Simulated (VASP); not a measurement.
# BP (F-43m): a series in uniaxial stress along [111], part 2 of 2

Wanted: the response of BP to uniaxial stress along [111], as a table, with a fit that predicts a row left out.

VASP 6.6.1, plane waves and PAW; the level of theory is named at each step.

So far: Starting point; Relax the crystal, LDA; Strain across the axis, LDA; Band edges, TB-mBJ with spin-orbit coupling; Band edges, r2SCAN with spin-orbit coupling.

### 5. Band edges, r2SCAN with spin-orbit coupling (continued)

Level of this step: r2SCAN, spin-orbit coupling; plane waves and PAW (B, P); cell typed or built by script (VASP).

OUTCAR, selected parts (step 5):

```text
  Total        0.3529370      0.3529370      0.3529370     -0.2103617     -0.2103617     -0.2103617
  in kB       24.7913884     24.7913884     24.7913884    -14.7764539    -14.7764539    -14.7764539
  external PRESSURE =      24.7913884 kB  Pullay stress =       0.0000000 kB

 POSITION                                       TOTAL-FORCE (eV/Angst)
 -----------------------------------------------------------------------------------
      0.00141      0.00141      0.00141        -0.004790     -0.004790     -0.004790
      1.13221      1.13221      1.13221         0.004790      0.004790      0.004790
 -----------------------------------------------------------------------------------
    total drift:                               -0.000067     -0.000067     -0.000067

  FREE ENERGIE OF THE ION-ELECTRON SYSTEM (eV)
  ---------------------------------------------------
  free  energy   TOTEN  =       -58.9194038014 eV

  energy  without entropy=      -58.9194038014  energy(sigma->0) =      -58.91940380

[... 2 parts as in an earlier step ...]

[... 1 further part left out ...]
[key lines of the parts left out:]
E-fermi :   7.9678
```

Numbers from this step:

```
energy(sigma→0) of the program : -58.9194 eV
stress, compression positive   : -0.48 along [111], 3.96 across it (mean), GPa
```

The run ends at a pressure of 2.48 GPa, with forces up to 0.0083 eV/Å.

### 6. All members

Runs beyond LDA use the data sets made with LDA; this shifts their levels slightly, and their total energies have another zero (at TB-mBJ, which has no energy functional, they mean nothing).

The other members went through these steps as far as the tables show, with the same cutoff and, step by step, the same mesh; 41 runs are not shown. The session took 1.3 core hours (wall time by ranks) on a shared machine.

| strain along the axis (%) | strain across the axis (%) | stress along the axis, tension positive (GPa) | energy above the unstrained row (meV/atom) | gap on the mesh, LDA (eV) |
| --- | --- | --- | --- | --- |
| -2.000 | 0.205 | -8.884 | 6.271 | 0.963 |
| -1.500 | 0.151 | -6.599 | 3.513 | 1.025 |
| -1.000 | 0.100 | -4.364 | 1.562 | 1.082 |
| -0.500 | 0.050 | -2.168 | 0.395 | 1.134 |
| 0 | 0.000 | -0.005 | 0.000 | 1.176 |
| 0.500 | -0.045 | 2.114 | 0.353 | 1.163 |
| 1.000 | -0.089 | 4.173 | 1.444 | 1.145 |
| 1.500 | -0.132 | 6.185 | 3.251 | 1.123 |
| 2.000 | -0.173 | 8.155 | 5.758 | 1.098 |

Slopes at zero strain, from cubics through all rows: strain ratio -0.095, stress over strain 427 GPa.

Band edges at TB-mBJ with spin-orbit coupling, counted from the valence-band top at Γ, spin-orbit pairs averaged, with one row partly withheld:

| strain along the axis (%) | gap (eV) | conduction band at Γ (eV) | Δ or X valley along z (eV) | Δ or X valley along x (eV) | lowest conduction level at L, [111] (eV) | lowest conduction level at L, [-111] (eV) | second valence level below the top (eV) | third valence level below the top (eV) |
| --- | --- | --- | --- | --- | --- | --- | --- | --- |
| -2.000 | 1.822 | 4.055 | 1.822 | 1.822 | 4.365 | 4.779 | 0.218 | 0.246 |
| -1.500 | 1.880 | 4.118 | 1.880 | 1.880 | 4.463 | 4.774 | 0.159 | 0.188 |
| -1.000 | 1.933 | 4.179 | 1.933 | 1.933 | 4.557 | 4.766 | 0.101 | 0.132 |
| -0.500 | 1.982 | 4.239 | 1.981 | 1.981 | 4.650 | 4.755 | 0.044 | 0.077 |
| 0 | 2.016 | 4.280 | 2.015 | 2.015 | 4.733 | 4.733 | 0.000 | 0.042 |
| 0.500 | 2.004 | 4.215 | 2.003 | 2.003 | ? | 4.665 | 0.019 | 0.073 |
| 1.000 | 1.988 | 4.128 | 1.987 | 1.987 | 4.805 | 4.595 | 0.024 | 0.123 |
| 1.500 | 1.971 | 4.037 | 1.970 | 1.970 | 4.840 | 4.525 | 0.025 | 0.171 |
| 2.000 | 1.952 | 3.944 | 1.952 | 1.952 | 4.876 | 4.454 | 0.026 | 0.218 |

Band edges at r2SCAN with spin-orbit coupling, counted from the valence-band top at Γ, spin-orbit pairs averaged:

```csv
strain along the axis (%),gap (eV),conduction band at Γ (eV),Δ or X valley along z (eV),Δ or X valley along x (eV),"lowest conduction level at L, [111] (eV)","lowest conduction level at L, [-111] (eV)",second valence level below the top (eV),third valence level below the top (eV)
-2.000,1.185,3.427,1.184,1.184,3.940,4.367,0.218,0.246
-1.500,1.243,3.490,1.243,1.243,4.038,4.361,0.160,0.188
-1.000,1.296,3.551,1.296,1.296,4.135,4.351,0.102,0.132
-0.500,1.345,3.611,1.345,1.345,4.229,4.338,0.045,0.077
0,1.380,3.652,1.380,1.380,4.313,4.313,0.000,0.041
0.500,1.367,3.588,1.367,1.367,4.351,4.242,0.019,0.073
1.000,1.351,3.499,1.350,1.350,4.388,4.167,0.024,0.123
1.500,1.332,3.407,1.332,1.332,4.425,4.092,0.025,0.172
2.000,1.312,3.312,1.312,1.312,4.462,4.016,0.026,0.220
```

### 7. Fit and prediction

The quantity to fit is the splitting of the lowest conduction levels at the L points ([111] less [-111]) at TB-mBJ with spin-orbit coupling: -0.414, -0.311, -0.208, -0.105, 0.000, 0.210, 0.316, 0.422 eV in the rows shown.

A least-squares parabola through the 8 rows shown, with d the strain along the axis less the strain across it, in %: E = 0.001489 d² + 0.1910 d + 3.17e-5 (eV), r.m.s. residual 8.2e-5 eV.

At d = 0.5455 this predicts 0.1046 eV.

### 8. Checking the prediction

The calculation gives 0.1047 eV, so the prediction is 0.0001 eV too low.

The splitting is Ξu times 8/9 of d, with d as a fraction, so the linear term gives Ξu = 21.5 eV.

### 9. Summary of results

* Poisson ratio: 0.095
* Young's modulus along the axis: 427 GPa
* gap of the unstrained cell, TB-mBJ with spin-orbit coupling: 2.02 eV
* gap of the unstrained cell, r2SCAN with spin-orbit coupling: 1.38 eV
* shear deformation potential Ξu of the lowest conduction levels at L: 21.5 eV
* error of the predicted row: -0.1 meV

What this shows: As a check, the curvature of the energy gives 426 GPa for the same modulus (energy per volume = E/2 × strain²), 0 % from the slope of the stress. At TB-mBJ with spin-orbit coupling the lowest conduction valley is Δ or X throughout, and the gap runs between 1.82 and 2.02 eV. At r2SCAN with spin-orbit coupling the lowest conduction valley is Δ or X throughout, and the gap runs between 1.19 and 1.38 eV. Hole masses are left out throughout, since the top bands are degenerate or cross in many series; of conduction masses, those of the Γ, L and (for Si and Ge under (001) strain) Δ valleys are kept where they change by under an eighth between rows. TB-mBJ is a potential fitted for gaps; it has no energy functional, so its total energies and forces mean nothing, and its bands tend to come out too narrow. r2SCAN opens gaps somewhat over GGA but leaves them below measured values as a rule. Δ or X levels are the lowest on their line, refined by a parabola unless they lie at X; the gap is read from all points sampled and can differ from the lowest valley by some meV, or by tens of meV where strain moves the valence top off Γ. Temperature, zero-point motion and excitons are left out.

[Lines on the potential files, build, host, timing and source positions are cut from VASP's logs without a mark.]

[Logs are printed without paths, hosts, clocks, repeated set-up lines and the standing remarks that a program may print on its own settings, such as how far it seeks lower states.]

[Hosts, paths, dates, database ids (printed as entryN), source tags and the programs' standing remarks are cut or masked in the printed files.]

[In band tables of VASP the shares of atoms and orbitals are scaled to a sum of 1 inside the atoms' spheres.]
